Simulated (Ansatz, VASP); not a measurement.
One calculation of Ni, two programs

```
Ni
1.0
     2.41739    0.00000    0.00000
    -1.20869    2.09352    0.00000
     0.00000    0.00000    3.97277
Ni
2
Cartesian
  0.0000 1.3957 0.9932
  1.2087 0.6978 2.9796
```

The cell was built by a generator and needn't be a form met in nature.

Alike in both runs: functional LDA; k mesh 14 × 14 × 8; occupations fermi-dirac, width 0.05 eV; collinear spin.

Ansatz relaxed the structure, and its values are those at the end. VASP's run is a single point on that final structure, the one shown.

|  | VASP | Ansatz |
| --- | --- | --- |
| version | VASP 6.6.1 | Ansatz 0.2.0 |
| potentials or method | VASP PAW LDA potentials, release 64 (Ni) | plane waves (420 eV) with PAW, scalar-relativistic |
| plane-wave cutoff (eV) | 520 | 420 |
| valence electrons in the cell | 20 | 36 |

|  | VASP | Ansatz | Ansatz less VASP |
| --- | --- | --- | --- |
| pressure (GPa) | -0.8 | 0.0 | +0.75 |
| net moment per atom (μB) | 0.00 | 0.56 | +0.559 |
| size of the moment on the site where the two differ most (μB) | 0.00 | 0.58 | +0.584 |

The net moments differ so much that the two runs ended in different magnetic states, which moves the other rows too. Site moments also hang on the region over which each program counts them. The two sets of potentials don't hold the same shells in valence. Ansatz warned: «pseudo_functional_mismatch».
